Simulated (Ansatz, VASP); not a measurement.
**One calculation of BeS, two programs**

```
CELL_PARAMETERS angstrom
0.00000 2.31730 2.24407
2.31730 0.00000 2.24407
2.31730 2.31730 0.00000
ATOMIC_POSITIONS crystal
Be 0.00000 0.00000 0.00000
S 0.50000 0.50000 0.50000
```

Change from the starting cell: uniaxial_z strain -3.2%.

Alike in both runs: task single point; functional r2SCAN; k mesh 10 × 10 × 10; no spin polarisation.

|  | VASP | Ansatz |
| --- | --- | --- |
| version | VASP 6.6.1 | Ansatz 0.2.0 |
| potentials or method | VASP PAW PBE potentials, release 64 (Be, S) | plane waves, PAW |
| plane-wave cutoff (eV) | 520 | 500 |
| occupations | gaussian, width 0.01 eV | fixed |
| valence electrons in the cell | 8 | 8 |

Ansatz gave:

| Property | Result |
| --- | --- |
| gap on the k mesh at the Fermi level (eV) | 1.11 |
| pressure (GPa) | 4.0 |
| largest component of the traceless stress (GPa) | 2.60 |

Question: What did VASP give for the same quantities?

Answer: gap on the k mesh at the Fermi level (eV): 1.11; pressure (GPa): 3.9; largest component of the traceless stress (GPa): 2.58.

Caveats: the PAW data sets were made with another functional, which shifts forces and pressure a little (VASP). A k mesh can miss the band edges.
